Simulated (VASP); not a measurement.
A run of VASP 6.6.1:

Contents of POSCAR:

```
Si
1.0
    0.0000000000      2.7221128697      2.7221128697
    2.7221128697      0.0000000000      2.7221128697
    2.7221128697      2.7221128697      0.0000000000
Si
2
Direct
    0.5000000000      0.5000000000      0.5000000000
    0.7500000000      0.7500000000      0.7500000000
```

Contents of INCAR.step1:

```
PREC     = Accurate       # precision mode
ENCUT    = 520            # plane-wave cutoff, eV
ISMEAR   = -5             # smearing method
SIGMA    = 0.05           # smearing width, eV
LREAL    = False          # projectors in reciprocal space
LASPH    = True           # aspherical terms in the spheres
NELM     = 60             # most SCF steps
GGA      = PE             # functional
ALGO     = Normal         # electronic algorithm
EDIFF    = 1E-4           # SCF threshold, eV
LWAVE    = True           # write WAVECAR
LCHARG   = False          # write CHGCAR
```

INCAR.step2

```
PREC     = Accurate       # precision mode
ENCUT    = 520            # plane-wave cutoff, eV
EDIFF    = 1E-6           # SCF threshold, eV
ISMEAR   = 0              # smearing method
SIGMA    = 0.05           # smearing width, eV
LREAL    = False          # projectors in reciprocal space
LASPH    = True           # aspherical terms in the spheres
NELM     = 60             # most SCF steps
ALGO     = Normal         # electronic algorithm
ISIF     = 2              # what is computed and relaxed
LWAVE    = False          # write WAVECAR
LCHARG   = False          # write CHGCAR
METAGGA  = R2SCAN         # meta-GGA
LMIXTAU  = True         
LORBIT   = 10             # projections on sites
ISTART   = 1
```

Contents of KPOINTS:

```
Automatic mesh
0
Gamma
  14 14 14
```

Potentials or basis: VASP PAW PBE potentials, release 64 (Si).

The run is started by

```bash
$ cat potpaw_PBE.64/Si/POTCAR > POTCAR
$ cp INCAR.step1 INCAR
$ mpirun -np 1 vasp_std > vasp.out
$ cp INCAR.step2 INCAR
$ mpirun -np 1 vasp_std > vasp.out
```

Hardware: 1 thread of Intel(R) Xeon(R) 6975P-C (Granite Rapids), on a shared host.

**Question.** How long does it take, and how much memory?

**Answer.** It took 56 s on 1 thread of Intel(R) Xeon(R) 6975P-C (Granite Rapids), with other jobs on the host, peak memory 0.17 GiB. Counts: scf iterations 8, k points 104.
